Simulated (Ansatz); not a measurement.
We consider zinc-blende AlSb, described by HSE06 (plane waves, PAW; Ansatz, a quantum-chemistry and plane-wave program).

Run with plane-wave cutoff 460 eV, 8×8×8 k mesh, Fermi–Dirac smearing 0.01 eV, scalar-relativistic PAW data made under PBE.

Response to compression and expansion:

```csv
V (Å³/atom),P (GPa),direct gap at Γ (eV),smallest gap on the k mesh (eV)
27.882,3.22,2.715,1.695
28.616,1.50,2.485,1.744
29.323,0.05,2.272,1.789
30.083,-1.32,2.052,1.832
30.817,-2.47,1.848,1.788
```

The fundamental gap (1.77 eV at the equilibrium volume, with added k points) lies elsewhere than Γ–Γ.

Measured, for comparison: band gap 1.73 eV (zero-point renormalisation of 35 meV (experimental, the table's column) added back, indirect; as tabulated in Miglio et al. (2020), arXiv:2011.12765).

Spin–orbit coupling is not included; with these elements it can move the gap by several tenths of an eV or more.
